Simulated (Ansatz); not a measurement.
# Pb (Im-3m) in Ansatz: convergence with k mesh

Aim: find how far k mesh must go before the results for Pb settle, at PBEsol. This setting moves, with any that are tied to it; all else stays.

Everything below comes from runs of Ansatz 0.2.0. Logs are shortened: lines on timing, memory, paths and dates and some standing lists are left out, and cuts for length are marked.

## Step 1: Starting point

The structure is cubic, space group Im-3m (No. 229). The conventional cell has a = 3.959 Å, b = 3.959 Å, c = 3.959 Å, α = 90.00°, β = 90.00°, γ = 90.00°. Pb (site symmetry m-3m) is surrounded by 8 Pb at 3.43 Å.

This isn't the form of Pb at room conditions, which is fcc.

## Step 2: With k mesh 3 × 3 × 3

Contents of input.yaml:

```yaml
crystal:
  lattice:
    - [-1.9796595667, 1.9796595667, 1.9796595667]
    - [1.9796595667, -1.9796595667, 1.9796595667]
    - [1.9796595667, 1.9796595667, -1.9796595667]
  atoms:
    - { symbol: Pb, position: [0.0, 0.0, 0.0] }
hamiltonian:
  xc: pbesol
  pseudopotentials: { kind: paw_fr }
magnetization:
  noncollinear: true
  spin_orbit: true
kpoints:
  mp_grid: { grid: [3, 3, 3] }
scf:
  occupations: { method: gaussian, width: 0.05 }
output:
  forces: true
  stress: true
  eigenvalues: true
```

Potentials or basis: Ansatz PAW.

Command:

```console
ansatz run input.yaml --threads 2 --pin off --max-ram 5632MiB --backend cpu --events-out ev --progress --plain --runs-dir out
```

Wall time 0.83 s (2 threads of Intel Xeon Platinum 8488C (Sapphire Rapids), shared host); peak memory 0.43 GiB.

What came out:

```yaml
Free_energy: -11792.4958 eV
Pressure: -2.4 GPa
Band_gap_on_the_k_mesh: none (metal or under the smearing width)
```

## Step 3: With k mesh 4 × 4 × 4

Edit input.yaml of step 2 so:

```diff
@@ -14,3 +14,3 @@
 kpoints:
-  mp_grid: { grid: [3, 3, 3] }
+  mp_grid: { grid: [4, 4, 4] }
 scf:
```

Potentials or basis: Ansatz PAW.

Command:

```console
ansatz run input.yaml --threads 2 --pin off --max-ram 5632MiB --backend cpu --events-out ev --progress --plain --runs-dir out
```

It took 0.93 s on 2 threads of Intel Xeon Platinum 8488C (Sapphire Rapids), shared host; peak memory 0.42 GiB.

What came out:

* Free energy: -11792.4180 eV
* Pressure: -2.8 GPa
* Band gap on the k mesh: none (metal or under the smearing width)

## Step 4: With k mesh 5 × 5 × 5

Edit input.yaml of step 3 so:

```diff
@@ -14,3 +14,3 @@
 kpoints:
-  mp_grid: { grid: [4, 4, 4] }
+  mp_grid: { grid: [5, 5, 5] }
 scf:
```

Command:

```console
ansatz run input.yaml --threads 2 --pin off --max-ram 5632MiB --backend cpu --events-out ev --progress --plain --runs-dir out
```

Wall time 0.97 s (2 threads of Intel Xeon Platinum 8488C (Sapphire Rapids), shared host); peak memory 0.43 GiB.

Results:

* Free energy: -11792.6845 eV
* Pressure: -0.6 GPa
* Band gap on the k mesh: none (metal or under the smearing width)

## Step 5: With k mesh 7 × 7 × 7

Edit input.yaml of step 4 so:

```diff
@@ -14,3 +14,3 @@
 kpoints:
-  mp_grid: { grid: [5, 5, 5] }
+  mp_grid: { grid: [7, 7, 7] }
 scf:
```

Command:

```console
ansatz run input.yaml --threads 2 --pin off --max-ram 5632MiB --backend cpu --events-out ev --progress --plain --runs-dir out
```

Wall time 1.3 s (2 threads of Intel Xeon Platinum 8488C (Sapphire Rapids), shared host); peak memory 0.42 GiB.

Results:

| Item | Value |
| --- | --- |
| Free energy | -11792.7122 eV |
| Pressure | -1.6 GPa |
| Band gap on the k mesh | none (metal or under the smearing width) |

## Step 6: With k mesh 9 × 9 × 9

Edit input.yaml of step 5 so:

```diff
@@ -14,3 +14,3 @@
 kpoints:
-  mp_grid: { grid: [7, 7, 7] }
+  mp_grid: { grid: [9, 9, 9] }
 scf:
```

Potentials or basis: Ansatz PAW.

Command:

```console
ansatz run input.yaml --threads 2 --pin off --max-ram 5632MiB --backend cpu --events-out ev --progress --plain --runs-dir out
```

Wall time 1.6 s (2 threads of Intel Xeon Platinum 8488C (Sapphire Rapids), shared host); peak memory 0.43 GiB.

Results (log left out):

- Free energy: -11792.6779 eV
- Pressure: -1.3 GPa
- Band gap on the k mesh: none (metal or under the smearing width)

## Step 7: With k mesh 11 × 11 × 11

Edit input.yaml of step 6 so:

```diff
@@ -14,3 +14,3 @@
 kpoints:
-  mp_grid: { grid: [9, 9, 9] }
+  mp_grid: { grid: [11, 11, 11] }
 scf:
```

Command:

```console
ansatz run input.yaml --threads 2 --pin off --max-ram 5632MiB --backend cpu --events-out ev --progress --plain --runs-dir out
```

Wall time 2.2 s (2 threads of Intel Xeon Platinum 8488C (Sapphire Rapids), shared host); peak memory 0.45 GiB.

The run converged. Its results:

- Free energy: -11792.7083 eV
- Pressure: -1.3 GPa
- Band gap on the k mesh: none (metal or under the smearing width)

## Step 8: With k mesh 13 × 13 × 13

Edit input.yaml of step 7 so:

```diff
@@ -14,3 +14,3 @@
 kpoints:
-  mp_grid: { grid: [11, 11, 11] }
+  mp_grid: { grid: [13, 13, 13] }
 scf:
```

Command:

```console
ansatz run input.yaml --threads 2 --pin off --max-ram 5632MiB --backend cpu --events-out ev --progress --plain --runs-dir out
```

Run time: 3.1 s. Hardware: 2 threads of Intel Xeon Platinum 8488C (Sapphire Rapids), shared host; peak memory 0.48 GiB.

The run converged. Its results:

| Quantity | Value |
| --- | --- |
| Free energy | -11792.7051 eV |
| Pressure | -1.5 GPa |
| Band gap on the k mesh | none (metal or under the smearing width) |

## Step 9: With k mesh 15 × 15 × 15

Edit input.yaml of step 8 so:

```diff
@@ -14,3 +14,3 @@
 kpoints:
-  mp_grid: { grid: [13, 13, 13] }
+  mp_grid: { grid: [15, 15, 15] }
 scf:
```

Potentials or basis: Ansatz PAW.

Command:

```console
ansatz run input.yaml --threads 2 --pin off --max-ram 5632MiB --backend cpu --events-out ev --progress --plain --runs-dir out
```

Output:

```text
Warning: RAYON_NUM_THREADS=2 ignored (pool sized by the plan → 2); use --threads N
Engine: ansatz 0.2.0, x86_64-unknown-linux-gnu
Pseudopotentials: kind: paw_fr
Pseudopotential: Pb, paw_fr, valence charge 14, recommended cutoff 420 eV (normal), Pb.paw.azcp#standard-fr
Functional definition: PBEsol
  exchange = pbesol_x
  correlation = pbesol_c
non-collinear run that drives no moment, with spin-orbit: no starting moment large enough to seed its density (crystal.atoms[].spin), no starting occupations that ask for one, no magnetisation constraint and no magnetic field, so the semilocal B_xc is pinned to zero
Crystal: 1 atoms, lattice volume = 31.034 Å³
Basis set: ecut = 420 eV, 603 PW (Γ), exchange–correlation on 48×48×48 points (8 copies of the dense FFT grid, shifted against one another)
Bands: 22, of which v1, the nominal top of the filled ones, is band 14 counted from 1 (13 counted from 0)
Symmetry: 48 space group operations + 48 with time reversal
Magnetic group: BNS 229.141 (UNI 1643), of the structure as read, at distance tolerance 3.1e-5 Å
k-points: 120 of 3375
Projection manifold: j_resolved (fully-relativistic pseudo-atomic orbitals)
Non-local potential: Pb, projectors of the file, l = 0: 2, l = 1: 4, l = 2: 4, l = 3: 4
PAW form: soft (Blöchl's): semilocal exchange-correlation on the pseudo side does not see the compensation charge
PAW frozen core: Pb, regenerated for the run's functional, and the local potential with it (the file was generated under x = pbe(κ = 0.804, μ = 0.2195149727645171), c = pbe(β = 0.06672455060314922))
PAW one-centre angular grid: Pb, 590 points (default); XC on 96 Gauss nodes
Initial density: superposition of atomic densities (chi_scale 0.1, normalization cell)
Initial wavefunctions: pseudopotential atomic-orbital guess
Functional: x = pbesol(κ = 0.804, μ = 0.12345679012345678), c = pbesol(β = 0.046)
SCF iter   1: F=—  HF=-11792.714832 eV  |F-HF|=—  |Δ(HF+E_count)|=         —  Δρ=6.90e-3  dr2=2.18e-2  dr2_m=0.00e0 (ungated)  ethr=3.10e-3  |M|=0.00e0 ∫|m|=0.00e0 μB  |m|>n=0.0e0 m-floor=0.0e0 τ_xc=0.0e0  β_m=0.30  ⟨swp⟩=9.7  Hψ=9039  notcnv=0  defer=22
preconditioner: auto → Kerker (q_TF=auto, 2.389 Å⁻¹)  [metal: Δε(μ)=0.018 eV  Ē_g=19.588 eV  σ=0.050 eV  W_gap=0.20  n_scr=12 (ndim 8)  ℏωp=24.9 eV  f_vac=0.000  D(μ)=0.80/eV (n_scr^D=0)]
spin=Noncollinear: Kerker preconditioning applied to the charge; magnetization (m_x, m_y, m_z) channels mix plain (no charge-response kernel on spin).
SCF iter   2: F=—  HF=-11792.709012 eV  |F-HF|=—  |Δ(HF+E_count)|=   5.82e-3  Δρ=5.56e-3  dr2=1.45e-2  dr2_m=0.00e0 (ungated)  ethr=1.56e-4  |M|=0.00e0 ∫|m|=0.00e0 μB  |m|>n=0.0e0 m-floor=0.0e0 τ_xc=0.0e0  β_m=0.65  ⟨swp⟩=2.0  Hψ=2056  notcnv=0  defer=342
SCF iter   3: F=—  HF=-11792.704467 eV  |F-HF|=—  |Δ(HF+E_count)|=   4.55e-3  Δρ=3.10e-3  dr2=2.03e-3  dr2_m=0.00e0 (ungated)  ethr=1.03e-4  |M|=0.00e0 ∫|m|=0.00e0 μB  |m|>n=0.0e0 m-floor=0.0e0 τ_xc=0.0e0  β_m=0.82  ⟨swp⟩=3.0  Hψ=2482  notcnv=0  defer=342
SCF iter   4: F=—  HF=-11792.703681 eV  |F-HF|=—  |Δ(HF+E_count)|=   7.85e-4  Δρ=6.45e-4  dr2=8.35e-5  dr2_m=0.00e0 (ungated)  ethr=1.45e-5  |M|=0.00e0 ∫|m|=0.00e0 μB  |m|>n=0.0e0 m-floor=0.0e0 τ_xc=0.0e0  β_m=0.91  ⟨swp⟩=2.0  Hψ=2056  notcnv=0  defer=362
SCF iter   5: F=—  HF=-11792.703677 eV  |F-HF|=—  |Δ(HF+E_count)|=   4.41e-6  Δρ=1.32e-4  dr2=8.14e-6  dr2_m=0.00e0 (ungated)  ethr=5.96e-7  |M|=0.00e0 ∫|m|=0.00e0 μB  |m|>n=0.0e0 m-floor=0.0e0 τ_xc=0.0e0  β_m=0.96  ⟨swp⟩=2.0  Hψ=1856  notcnv=0  defer=362
SCF iter   6: F=—  HF=-11792.703677 eV  |F-HF|=—  |Δ(HF+E_count)|=   3.68e-8  Δρ=9.87e-5  dr2=3.58e-6  dr2_m=0.00e0 (ungated)  ethr=5.81e-8  |M|=0.00e0 ∫|m|=0.00e0 μB  |m|>n=0.0e0 m-floor=0.0e0 τ_xc=0.0e0  β_m=0.98  ⟨swp⟩=1.0  Hψ=1123  notcnv=0  defer=362
SCF iter   7: F=—  HF=-11792.703676 eV  |F-HF|=—  |Δ(HF+E_count)|=   1.37e-6  Δρ=2.52e-5  dr2=2.27e-7  dr2_m=0.00e0 (ungated)  ethr=2.56e-8  |M|=0.00e0 ∫|m|=0.00e0 μB  |m|>n=0.0e0 m-floor=0.0e0 τ_xc=0.0e0  β_m=0.99  ⟨swp⟩=2.5  Hψ=2050  notcnv=0  defer=362
SCF iter   8: F=-11792.703676 eV  HF=-11792.703676 eV  |F-HF|=1.14e-9  |Δ(HF+E_count)|=   9.01e-8  Δρ=2.49e-6  dr2=1.80e-9  dr2_m=0.00e0 (ungated)  ethr=7.14e-10  |M|=0.00e0 ∫|m|=0.00e0 μB  |m|>n=0.0e0 m-floor=0.0e0 τ_xc=0.0e0  ⟨swp⟩=10.2  Hψ=6997  notcnv=0
SCF 1 converged in 8 iterations: F = -11792.703676 eV  dr2 = 1.80e-9
SCF converged after 8 iterations
Magnetization: |M| = 0.0000 μB,  M = (+0.0000, +0.0000, +0.0000) μB
Absolute magnetization: 0.0000 μB (∫|m|)
  site 0: m = (+0.0000, +0.0000, +0.0000) μB, |m| = 0.0000 μB  (R = 1.41 Å)
Free energy (F): -11792.703676 eV
Harris-Foulkes:  -11792.703676 eV  (|F-HF|=1.14e-9)
Internal energy: -11792.702654 eV  (E = F + TS)
E sigma→0 (E₀):  -11792.703165 eV
Entropy (-TS):   -0.001022 eV (-1.022 meV/atom)
Fermi energy:    10.355228 eV
--- Per-component energies (eV) ---
  E_band       = -42.174371
  E_kinetic    = 289.812085
  E_local      = -1033.693422  (includes V_loc(G=0)·N_el)
  E_nonlocal   = 352.594071
  E_hartree    = 409.303110
  E_xc         = -218.969110
  E_vxc        = -132.781176  (∫ρ·V_xc dr)
  E_paw        = -10294.742421  (= ΣΔE_a)
  E_vpaw       = -336.713772  (= ΣTr[D̂ρ^β])
  E_aug_tail   = 0.000043  (compensation charges beyond the density's cutoff)
  E_ewald      = -1297.081552
  E_core_change = 0.074543  (= ΣΔE_core)
  E_smearing   = -0.001022  (= −TS)
  E_closure    = 0.000000  (closes the sum)
  Σ components = -11792.703676   (vs F -11792.703676, Δ=0.00e0)
--- Forces (eV/Å), atoms counted from 1 ---
  atom   1  Pb    -0.00000000     0.00000000     0.00000000
  max |Σ_I F_I| component: 4.27e-30 eV/Å
--- Stress (GPa, compression-positive) ---
       -1.424919      -0.000000       0.000000
        0.000000      -1.424919      -0.000000
        0.000000      -0.000000      -1.424919
  P = ⅓ Tr σ = -1.4249 GPa (-14.249 kbar)
--- Band table (eV; the first three rows and the last of 120) ---
  k-point 0: bands = ["-7.9188", "-7.9188", "-7.9188", "-7.9188", "-5.4533", "-5.4533", "-5.2950", "-5.2950", "-5.2950", "-5.2950", "-1.1145", "-1.1145", "15.3406", "15.3406", "18.9018", "18.9018", "18.9018", "18.9018", "21.5037", "21.5037", "21.5065", "21.5065"]
  k-point 1: bands = ["-7.9181", "-7.9181", "-7.9148", "-7.9148", "-5.4474", "-5.4474", "-5.2986", "-5.2986", "-5.2901", "-5.2901", "-1.0264", "-1.0264", "15.0272", "15.0272", "18.0342", "18.0342", "18.6519", "18.6519", "20.8661", "20.8661", "21.2565", "21.2565"]
  k-point 2: bands = ["-7.9163", "-7.9163", "-7.9037", "-7.9037", "-5.4314", "-5.4314", "-5.3086", "-5.3086", "-5.2756", "-5.2756", "-0.7618", "-0.7618", "14.0405", "14.0405", "16.6666", "16.6666", "18.0643", "18.0643", "19.9810", "19.9810", "20.7796", "20.7796"]
  k-point 119: bands = ["-7.8496", "-7.8496", "-7.8487", "-7.8487", "-5.3315", "-5.3315", "-5.3302", "-5.3302", "-5.0814", "-5.0814", "5.1650", "5.1650", "8.7942", "8.7942", "10.5756", "10.5756", "10.6696", "10.6696", "15.0475", "15.0475", "15.3018", "15.3018"]
```

Run time: 4 s. Hardware: 2 threads of Intel Xeon Platinum 8488C (Sapphire Rapids), shared host; peak memory 0.51 GiB.

What came out:

* Free energy: -11792.7037 eV
* Pressure: -1.4 GPa
* Band gap on the k mesh: none (metal or under the smearing width)

## Step 10: The series at a glance

```csv
k mesh,"energy less the tightest run, at zero smearing (meV/atom)",pressure (GPa),SCF cycles,CPU time (s),peak memory (GiB)
3 × 3 × 3,209.79,-2.41,7,1.2,0.43
4 × 4 × 4,290.82,-2.81,8,1.4,0.42
5 × 5 × 5,20.12,-0.57,8,1.5,0.43
7 × 7 × 7,-8.40,-1.59,8,2.1,0.42
9 × 9 × 9,26.58,-1.26,7,2.8,0.43
11 × 11 × 11,-4.80,-1.29,7,3.8,0.45
13 × 13 × 13,-1.57,-1.48,8,5.6,0.48
15 × 15 × 15,0.00,-1.42,8,7.5,0.51
```

Against the tightest run, the pressure stays within 0.1 GPa from 13 × 13 × 13 on. Not settled before the last step: the energy (to 1 meV/atom). Meshes of other sizes hit other points, so gaps and Fermi surfaces needn't settle smoothly. The tightest run that finished is the yardstick and may itself not be fully converged.

Caveats: the PAW data sets come from PBE, with cores solved anew for the run's functional, which leaves a small shift of forces and pressure.
